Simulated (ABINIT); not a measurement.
# TePb (Fm-3m) in ABINIT: settings compared

One crystal, TePb, is run at these levels: WC, revPBE; tasks: band structure, equation of state.

All numbers are computed with ABINIT 10.8.3 (patched build); they aren't measurements. Logs are shortened: lines on timing, memory, paths and dates and some standing lists are left out, and cuts for length are marked. The log counts tension as positive stress, the text compression.

**Measured values to compare with.**

A printed reference work, monograph reports, for a bulk crystal of TePb at 4.2 K: band gap 0.19 eV (direct).

The runs below are set against these values where they give the same quantity.

### Step 1. Starting point

The structure is cubic, space group Fm-3m (No. 225). The conventional cell has a = 6.462 Å, b = 6.462 Å, c = 6.462 Å, α = 90.00°, β = 90.00°, γ = 90.00°. Pb (site symmetry m-3m) has 6 Te at 3.23 Å as nearest neighbours. Te (site symmetry m-3m) is surrounded by 6 Pb at 3.23 Å.

### Step 2. Band structure, WC

run.abi

```
ndtset 2

pp_dirpath "./"
pseudos "Pb.GGA_PBE-JTH_sp.xml, Te.GGA_PBE-JTH.xml"

acell 8.6347709725 8.6347709725 8.6347709725
rprim
     0.0000000000     0.7071067812     0.7071067812
     0.7071067812     0.0000000000     0.7071067812
     0.7071067812     0.7071067812     0.0000000000
ntypat 2
znucl 82 52
natom 2
typat 1 2
xcart
     0.0000000000     0.0000000000     0.0000000000
     3.2310000000     3.2310000000     3.2310000000 Angstrom

ecut 408.170794 eV
pawecutdg 30.0

ixc 23

occopt 3
tsmear 0.00183747

nstep 100

iomode 3
prtwf 0
prteig 0
prtebands 0
enunit 2
prtden1 1

kptopt1 1
ngkpt1 7 7 7
nshiftk1 1
shiftk1 0.0 0.0 0.0
nband1 9
tolvrs1 1.0e-9

iscf2 -2
getden2 1
nband2 13
nbdbuf2 2
tolwfr2 1.0e-12
kptopt2 -9
ndivsm2 6
prteig2 1
prtvol2 -3
kptbounds2
     0.0000000000     0.0000000000     0.0000000000
     0.5000000000     0.0000000000     0.5000000000
     0.5000000000     0.2500000000     0.7500000000
     0.3750000000     0.3750000000     0.7500000000
     0.0000000000     0.0000000000     0.0000000000
     0.5000000000     0.5000000000     0.5000000000
     0.6250000000     0.2500000000     0.6250000000
     0.5000000000     0.2500000000     0.7500000000
     0.5000000000     0.5000000000     0.5000000000
     0.3750000000     0.3750000000     0.7500000000
```

Potentials or basis: JTH PAW PBE v2.0 sp.

Started as:

```sh
$ abinit run.abi > log 2>&1
```

run.abo:

```text
.Version 10.8.3 of ABINIT
 DATASET    1 : space group Fm -3 m (#225); Bravais cF (face-center cubic)
================================================================================
 Values of the parameters that define the memory need for DATASET  1.
     intxc =       0    ionmov =       0      iscf =      17    lmnmax =      13
     lnmax =       5     mgfft =      32  mpssoang =       3    mqgrid =    3001
     natom =       2  nloc_mem =       2    nspden =       1   nspinor =       1
    nsppol =       1      nsym =      48    n1xccc =       1    ntypat =       2
    occopt =       3   xclevel =       2
       mpw =        1279          nfft =       32768          nkpt =          20
 PAW method is used; the additional fine FFT grid is defined by:
   mgfftf=        45    nfftf =     91125
================================================================================
================================================================================

 DATASET    2 : space group Fm -3 m (#225); Bravais cF (face-center cubic)
================================================================================
 Values of the parameters that define the memory need for DATASET  2.
     intxc =       0    ionmov =       0      iscf =      -2    lmnmax =      13
     lnmax =       5     mgfft =      32  mpssoang =       3    mqgrid =    3001
     natom =       2  nloc_mem =       2    nspden =       1   nspinor =       1
    nsppol =       1      nsym =      48    n1xccc =       1    ntypat =       2
    occopt =       3   xclevel =       2
       mpw =        1295          nfft =       32768          nkpt =         103
 PAW method is used; the additional fine FFT grid is defined by:
   mgfftf=        45    nfftf =     91125
================================================================================
================================================================================

--------------------------------------------------------------------------------
------------- Echo of variables that govern the present computation ------------
--------------------------------------------------------------------------------
 -outvars: echo values of preprocessed input variables --------
            acell      8.6347709725E+00  8.6347709725E+00  8.6347709725E+00 Bohr
              amu      2.07200000E+02  1.27600000E+02
             ecut      1.50000000E+01 Hartree
           enunit           2
           getden1          0
           getden2          1
             iscf1         17
             iscf2         -2
              ixc          23
           jdtset        1    2
           kptopt1          1
           kptopt2         -9
         kptrlatt        7    0    0      0    7    0      0    0    7
          kptrlen1     6.04433968E+01
          kptrlen2     3.00000000E+01
            natom           2
            nband1          9
            nband2         13
           nbdbuf1          0
           nbdbuf2          2
           ndtset           2
           ndivsm1          0
           ndivsm2          6
            ngfft          32      32      32
          ngfftdg          45      45      45
             nkpt1         20
             nkpt2        103
            nstep         100
             nsym          48
           ntypat           2
           occopt           3
        pawecutdg      3.00000000E+01 Hartree
         pawxcdev           0
        prtebands           0
           prteig1          0
           prteig2          1
           prtvol1          0
           prtvol2         -3
            prtwf           0
            rprim      0.0000000000E+00  7.0710678120E-01  7.0710678120E-01
                       7.0710678120E-01  0.0000000000E+00  7.0710678120E-01
                       7.0710678120E-01  7.0710678120E-01  0.0000000000E+00
           shiftk1     0.00000000E+00  0.00000000E+00  0.00000000E+00
           shiftk2     5.00000000E-01  5.00000000E-01  5.00000000E-01
          spgroup         225
           tolvrs1     1.00000000E-09
           tolvrs2     0.00000000E+00
           tolwfr1     0.00000000E+00
           tolwfr2     1.00000000E-12
           tsmear      1.83747000E-03 Hartree
            typat      1  2
           useylm           1
[... 873 lines left out ...]

--- !ResultsGS
iteration_state: {dtset: 2, }
comment   : Summary of ground state results
lattice_vectors:
- [  0.0000000,   6.1057051,   6.1057051, ]
- [  6.1057051,   0.0000000,   6.1057051, ]
- [  6.1057051,   6.1057051,   0.0000000, ]
lattice_lengths: [   8.63477,    8.63477,    8.63477, ]
lattice_angles: [ 60.000,  60.000,  60.000, ] # degrees, (23, 13, 12)
lattice_volume:   4.5523691E+02
convergence: {deltae:  0.000E+00, res2:  0.000E+00, residm:  9.972E-13, diffor:  0.000E+00, }
etotal    :  -1.20896912E+01
entropy   :   0.00000000E+00
fermie    :  -1.41361556E-01
cartesian_stress_tensor: null
pressure_GPa: null
xred      :
- [  0.0000E+00,   0.0000E+00,   0.0000E+00, Pb]
- [  5.0000E-01,   5.0000E-01,   5.0000E-01, Te]
cartesian_forces: null
force_length_stats: {min: null, max: null, mean: null, }
...

 Integrated electronic density in atomic spheres:
 ------------------------------------------------
 Atom  Sphere_radius  Integrated_density
    1        2.91365          2.56163872
    2        2.31107          3.11748289

================================================================================

 ----iterations are completed or convergence reached----

 Mean square residual over all n,k,spin=   58.678E-14; max=  99.716E-14
 reduced coordinates (array xred) for    2 atoms
       0.000000000000      0.000000000000      0.000000000000
       0.500000000000      0.500000000000      0.500000000000

 cartesian coordinates (angstrom) at end:
    1      0.00000000000000     0.00000000000000     0.00000000000000
    2      3.23099999785981     3.23099999785981     3.23099999785981
 length scales=  8.634770972500  8.634770972500  8.634770972500 bohr
              =  4.569324016914  4.569324016914  4.569324016914 angstroms
 Eigenvalues (hartree) for nkpt= 103  k points:
 kpt#   1, nband= 13, wtk=  1.00000, kpt=  0.0000  0.0000  0.0000 (reduced coord)
  -0.59767   -0.36212   -0.20268   -0.20268   -0.20268   -0.00270   -0.00270   -0.00270
   0.05419    0.05419    0.05419    0.11879    0.12197
 kpt#   2, nband= 13, wtk=  1.00000, kpt=  0.0294  0.0000  0.0294 (reduced coord)
  -0.59731   -0.36337   -0.20330   -0.20330   -0.20061   -0.00954   -0.00282   -0.00282
   0.05174    0.05606    0.05606    0.12020    0.12226
 kpt#   3, nband= 13, wtk=  1.00000, kpt=  0.0588  0.0000  0.0588 (reduced coord)
  -0.59621   -0.36690   -0.20509   -0.20509   -0.19471   -0.02638   -0.00299   -0.00299
   0.04546    0.06144    0.06144    0.12161    0.12311
 kpt#   4, nband= 13, wtk=  1.00000, kpt=  0.0882  0.0000  0.0882 (reduced coord)
  -0.59439   -0.37217   -0.20794   -0.20794   -0.18592   -0.04746   -0.00284   -0.00284
   0.03721    0.06978    0.06978    0.12363    0.12453
 kpt#   5, nband= 13, wtk=  1.00000, kpt=  0.1176  0.0000  0.1176 (reduced coord)
  -0.59188   -0.37853   -0.21167   -0.21167   -0.17590   -0.06865   -0.00203   -0.00203
   0.02827    0.08050    0.08050    0.12642    0.12651
 kpt#   6, nband= 13, wtk=  1.00000, kpt=  0.1471  0.0000  0.1471 (reduced coord)
  -0.58869   -0.38540   -0.21606   -0.21606   -0.16794   -0.08578   -0.00036   -0.00036
[... 277 lines left out ...]
 kpt#  99, nband= 13, wtk=  1.00000, kpt=  0.4250  0.4250  0.6500 (reduced coord)
  -0.53865   -0.46121   -0.27223   -0.21940   -0.20812   -0.06445   -0.05916    0.00855
   0.07727    0.13822    0.15987    0.21394    0.22128
 kpt# 100, nband= 13, wtk=  1.00000, kpt=  0.4125  0.4125  0.6750 (reduced coord)
  -0.53709   -0.45812   -0.28508   -0.22546   -0.21543   -0.05191   -0.04741    0.02847
   0.06394    0.14043    0.15989    0.20924    0.21928
 kpt# 101, nband= 13, wtk=  1.00000, kpt=  0.4000  0.4000  0.7000 (reduced coord)
  -0.53577   -0.45496   -0.29546   -0.23088   -0.22191   -0.04058   -0.03611    0.04471
   0.05176    0.14588    0.16173    0.20465    0.21681
 kpt# 102, nband= 13, wtk=  1.00000, kpt=  0.3875  0.3875  0.7250 (reduced coord)
  -0.53490   -0.45184   -0.30298   -0.23557   -0.22755   -0.03104   -0.02560    0.04077
   0.05674    0.15345    0.16547    0.20154    0.21377
 kpt# 103, nband= 13, wtk=  1.00000, kpt=  0.3750  0.3750  0.7500 (reduced coord)
  -0.53471   -0.44881   -0.30736   -0.23947   -0.23234   -0.02383   -0.01613    0.03174
   0.06382    0.16097    0.17103    0.20154    0.21006
 Eigenvalues (   eV  ) for nkpt= 103  k points:
 kpt#   1, nband= 13, wtk=  1.00000, kpt=  0.0000  0.0000  0.0000 (reduced coord)
 -16.26353   -9.85376   -5.51533   -5.51533   -5.51533   -0.07360   -0.07360   -0.07360
   1.47460    1.47460    1.47460    3.23244    3.31892
 kpt#   2, nband= 13, wtk=  1.00000, kpt=  0.0294  0.0000  0.0294 (reduced coord)
 -16.25354   -9.88782   -5.53199   -5.53199   -5.45891   -0.25964   -0.07674   -0.07674
   1.40794    1.52551    1.52551    3.27093    3.32674
 kpt#   3, nband= 13, wtk=  1.00000, kpt=  0.0588  0.0000  0.0588 (reduced coord)
 -16.22367   -9.98398   -5.58078   -5.58078   -5.29844   -0.71790   -0.08138   -0.08138
   1.23711    1.67185    1.67185    3.30920    3.35007
 kpt#   4, nband= 13, wtk=  1.00000, kpt=  0.0882  0.0000  0.0882 (reduced coord)
 -16.17424  -10.12734   -5.65840   -5.65840   -5.05926   -1.29135   -0.07727   -0.07727
   1.01257    1.89885    1.89885    3.36413    3.38877
 kpt#   5, nband= 13, wtk=  1.00000, kpt=  0.1176  0.0000  0.1176 (reduced coord)
 -16.10580  -10.30036   -5.75988   -5.75988   -4.78660   -1.86800   -0.05517   -0.05517
   0.76915    2.19057    2.19057    3.44010    3.44250
 kpt#   6, nband= 13, wtk=  1.00000, kpt=  0.1471  0.0000  0.1471 (reduced coord)
 -16.01919  -10.48740   -5.87936   -5.87936   -4.56996   -2.33427   -0.00979   -0.00979
[... 278 lines left out ...]
 -14.65735  -12.55019   -7.40773   -5.97029   -5.66321   -1.75387   -1.60995    0.23263
   2.10253    3.76128    4.35017    5.82163    6.02132
 kpt# 100, nband= 13, wtk=  1.00000, kpt=  0.4125  0.4125  0.6750 (reduced coord)
 -14.61505  -12.46610   -7.75738   -6.13504   -5.86227   -1.41244   -1.28997    0.77478
   1.73992    3.82128    4.35082    5.69375    5.96696
 kpt# 101, nband= 13, wtk=  1.00000, kpt=  0.4000  0.4000  0.7000 (reduced coord)
 -14.57907  -12.38002   -8.03982   -6.28252   -6.03861   -1.10411   -0.98248    1.21654
   1.40847    3.96971    4.40078    5.56870    5.89969
 kpt# 102, nband= 13, wtk=  1.00000, kpt=  0.3875  0.3875  0.7250 (reduced coord)
 -14.55536  -12.29511   -8.24460   -6.41018   -6.19204   -0.84457   -0.69651    1.10934
   1.54401    4.17554    4.50256    5.48417    5.81711
 kpt# 103, nband= 13, wtk=  1.00000, kpt=  0.3750  0.3750  0.7500 (reduced coord)
 -14.55024  -12.21277   -8.36381   -6.51642   -6.32243   -0.64833   -0.43890    0.86358
   1.73670    4.38028    4.65402    5.48416    5.71613

== END DATASET(S) ==============================================================
================================================================================

 -outvars: echo values of variables after computation  --------
            acell      8.6347709725E+00  8.6347709725E+00  8.6347709725E+00 Bohr
           etotal1    -1.2089691206E+01
            fcart1    -0.0000000000E+00 -0.0000000000E+00 -0.0000000000E+00
                      -0.0000000000E+00 -0.0000000000E+00 -0.0000000000E+00
            rprim      0.0000000000E+00  7.0710678120E-01  7.0710678120E-01
                       7.0710678120E-01  0.0000000000E+00  7.0710678120E-01
                       7.0710678120E-01  7.0710678120E-01  0.0000000000E+00
           strten1     8.5290068854E-06  8.5290068855E-06  8.5290068855E-06
                       0.0000000000E+00  0.0000000000E+00  0.0000000000E+00
           xangst      0.0000000000E+00  0.0000000000E+00  0.0000000000E+00
                       3.2309999979E+00  3.2309999979E+00  3.2309999979E+00
             xred      0.0000000000E+00  0.0000000000E+00  0.0000000000E+00
                       5.0000000000E-01  5.0000000000E-01  5.0000000000E-01
 Calculation completed.
```

It took 40 s on 1 thread of Arm Neoverse V1, shared host; peak memory 0.13 GiB.

Results:

| Item | Value |
| --- | --- |
| Free energy | -328.9773 eV |
| Pressure | -0.3 GPa |
| Band gap along the path | 0.66 eV, direct |
| Valence electrons inside the program's atomic spheres | Pb 2.56; Te 3.12 |

Levels at the corners of the path, in eV from the Fermi level:
```csv
point,band 3,band 4,band 5,band 6,band 7,band 8
Γ,-1.67,-1.67,-1.67,3.77,3.77,3.77
X,-4.90,-3.16,-3.16,2.82,5.15,5.15
W,-4.18,-4.18,-0.71,1.26,4.86,4.86
K,-4.52,-2.67,-2.48,3.20,3.41,4.71
Γ,-1.67,-1.67,-1.67,3.77,3.77,3.77
L,-1.26,-1.26,-0.37,0.29,0.86,0.86
U,-4.52,-2.67,-2.48,3.20,3.41,4.71
W,-4.18,-4.18,-0.71,1.26,4.86,4.86
L,-1.26,-1.26,-0.37,0.29,0.86,0.86
K,-4.52,-2.67,-2.48,3.20,3.41,4.71
```

Caveat: this odd mesh misses L, where the gap lies, so gap, dielectric constants and Born charges aren't listed; the PAW data sets were made with another functional, which shifts forces and pressure a little; spin-orbit coupling is left out, which moves the levels of the heavy elements; this set keeps more shells in the core, which shifts pressures and gaps.

### Step 3. Equation of state, revPBE

run.abi

```
ndtset 7
getwfk -1
scalecart1 3*0.9795861087
scalecart2 3*0.9864848297
scalecart3 3*0.9932883884
scalecart4 3*1.0000000000
scalecart5 3*1.0066227096
scalecart6 3*1.0131594038
scalecart7 3*1.0196128224

pp_dirpath "./"
pseudos "Pb.GGA_PBE-JTH.xml, Te.GGA_PBE-JTH.xml"

acell 3*1.0 Angstrom
rprim
     0.0000000000     3.2310000000     3.2310000000
     3.2310000000     0.0000000000     3.2310000000
     3.2310000000     3.2310000000     0.0000000000
ntypat 2
znucl 82 52
natom 2
typat 1 2
xred
     0.0000000000     0.0000000000     0.0000000000
     0.5000000000     0.5000000000     0.5000000000

ecut 17.0
pawecutdg 34.0

kptopt 1
ngkpt 7 7 7
nshiftk 1
shiftk 0.0 0.0 0.0

ixc 14

nband 14
occopt 3
tsmear 0.05 eV

nstep 100
tolvrs 1.0e-9

iomode 3
prtwf 1
prtden 0
prteig 0
prtebands 0
```

Potentials or basis: JTH PAW PBE v2.0.

Started as:

```sh
$ abinit run.abi > log 2>&1
```

It took 80 s on 1 thread of Arm Neoverse V2, shared host; peak memory 0.15 GiB.

The run converged. Its results:

| Quantity | Value |
| --- | --- |
| Equilibrium volume | 36.34 Å³/atom (rough: see the caveat) |
| Bulk modulus | 37 GPa (rough) |

Energy against volume, from the lowest point:
| volume (Å³/atom) | energy (meV/atom) |
| --- | --- |
| 31.706 | 84.55 |
| 32.380 | 59.21 |
| 33.055 | 39.15 |
| 33.730 | 23.49 |
| 34.404 | 11.93 |
| 35.079 | 4.19 |
| 35.753 | 0.00 |

Caveat: the cutoff is too short for stress, so the log's stress isn't used; pressures at fixed basis lie under the slope of the energies; this odd mesh misses L, where the gap lies, so gap, dielectric constants and Born charges aren't listed; the minimum lies outside the volumes run; the PAW data sets were made with another functional, which shifts forces and pressure a little.

### Step 4. How close it comes

Step 2. Against the measured gap of TePb, 0.19 eV (direct; 4.2 K; a printed reference work, monograph), the calculated 0.66 eV is off by +0.47 eV. Spin-orbit coupling on Pb, Te is left out. The value is that of WC, without temperature or zero-point motion.
